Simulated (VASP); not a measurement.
**KBr: single point with PBE**

The system is KBr.

```
K Br
1.0
     4.04823    0.00000    0.00000
     0.00000    4.04823    0.00000
     0.00000    0.00000    3.96078
K Br
1 1
Direct
  0.00000 0.00000 0.00000
  0.50000 0.50000 0.50000
```

The cell was built by a generator and needn't be a form met in nature.

The cell isn't the ideal one: epitaxial_xy strain +1.8%.

- Program: VASP 6.6.1
- Task: single point
- Functional: PBE
- Potentials or basis: VASP PAW PBE potentials, release 64 (K_sv, Br)
- Cutoff: 520 eV
- k mesh: 6 × 6 × 6
- Occupations: fermi-dirac, width 0.02 eV
- Spin: no spin polarisation
- Dipole correction: no
- Further INCAR settings: ALGO = Normal; EDIFF = 1e-06; NBANDS = 15

```yaml
Pressure: 0.3 GPa
Band_gap_on_the_k_mesh: 3.84 eV, indirect (least direct gap 4.09 eV)
```

Stress tensor (GPa, compression positive):
```
0.03 0.00 0.00
0.00 0.03 0.00
0.00 0.00 0.82
```

Levels at points of the mesh, in eV from the valence-band top:
```
           k point  band 5  band 6  band 7  band 8  band 9  band 10  band 11  band 12
(0.00, 0.00, 0.00)  -12.14   -0.38   -0.38   -0.25    3.84     5.71     5.81     9.53
(0.50, 0.00, 0.00)  -11.93   -2.06   -0.37   -0.23    6.48     7.08     7.65     8.86
(0.50, 0.50, 0.00)  -12.11   -1.49   -1.49    0.00    5.11     6.55     8.12     8.12
(0.00, 0.00, 0.50)  -11.95   -2.07   -0.34   -0.34    6.48     7.14     7.76     8.82
(0.50, 0.00, 0.50)  -12.10   -1.52   -1.46   -0.10    5.18     6.39     7.89     7.95
(0.50, 0.50, 0.50)  -12.25   -1.56   -1.52   -1.52    7.36     7.36     7.40     9.33
```

Wall time 33 s on 1 thread of AMD EPYC 7R43 64-Core Processor (Zen 3) (shared host), peak memory 0.15 GiB.

A k mesh can miss the band edges.
